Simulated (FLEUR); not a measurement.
NiO:

```
Ni O
1.0
     0.00000    2.08590    2.08590
     2.08590    0.00000    2.08590
     2.08590    2.08590    0.00000
Ni O
1 1
Direct
  0.00000 0.00000 0.00000
  0.50000 0.50000 0.50000
```

Base run:

- Program: FLEUR MaX-R8.1 (later development tree)
- Functional: PBEsol
- Potentials or basis: all-electron
- Basis: FLAPW
- Kmax: 4.78 1/bohr
- k mesh: 9 × 9 × 9
- Occupations: fermi-dirac, width 0.05 eV
- Spin: collinear spin, ferromagnetic start
- Starting moments: [1.0, 0.0] μB
- Hubbard terms: Ni d U = 2 eV

Its results: band gap on the k mesh 0.20 eV, indirect (least direct gap 1.04 eV); net moment 2.00 μB per cell; site moments Ni +1.67; O +0.29 μB.

**Question.** The run is repeated on the same cell with these changes: hubbard terms from Ni d U = 2 eV to Ni d U = 0.0 eV. What comes out?

**Answer.** Band gap on the k mesh none (metal or under the smearing width); net moment 1.23 μB per cell; site moments Ni +1.04; O +0.17 μB.

Caveats: a cell with one magnetic atom can't hold antiferromagnetic order, which such compounds often take; an odd mesh through Γ misses points on the zone boundary, where band edges often lie (some runs).

Not every run made on this cell is shown here.
